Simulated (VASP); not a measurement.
A run of VASP 6.6.1 is set up as follows.

File INCAR:

```
  ALGO = Fast
  EDIFF = 1E-7
  ENCUT = 520
  GGA = PE
  ISIF = 2
  ISMEAR = 0
  LASPH = T
  LCHARG = F
  LREAL = F
  LWAVE = F
  NBANDS = 21
  NELM = 100
  PREC = Accurate
  SIGMA = 0.02
```

Contents of KPOINTS:

```
k-points
0
Gamma
  8 8 8
```

File POSCAR:

```
Ge
1.0
    0.0000000000      2.8289100000      2.8289100000
    2.8289100000      0.0000000000      2.8289100000
    2.8289100000      2.8289100000      0.0000000000
Ge
2
Direct
    0.7500000000      0.7500000000      0.7500000000
    0.5000000000      0.5000000000      0.5000000000
```

Potentials or basis: VASP PAW PBE potentials, release 64 (Ge_d).

Command:

```console
$ cat potpaw_PBE.64/Ge_d/POTCAR > POTCAR
$ mpirun -np 1 vasp_std > vasp.out
```

**Question.** Predict the pressure.

**Answer.** 3.5 GPa.

**Question.** Estimate the band gap on the k mesh.

**Answer.** 0.03 eV, direct.

**Measured values to compare with.**

“Electronic and optical properties of SixGe1-x-ySny alloys lattice-matched to Ge”, 2021, arxiv:2109.02782 reports, for a bulk crystal of Ge at 300 K: band gap 0.807 eV (direct).

A measured gap of Ge is 0.807 eV (direct; 300 K; “Electronic and optical properties of SixGe1-x-ySny alloys lattice-matched to Ge”, 2021, arxiv:2109.02782); the calculated 0.03 eV misses it by -0.77 eV. 3 values of this kind are on record (0.666 to 0.807 eV); this one was drawn at random among those near their median. Spin-orbit coupling on Ge is left out. The value is that of PBE on a finite k mesh, which can miss the band edges, without temperature or zero-point motion. Semilocal functionals fall short of measured gaps as a rule.
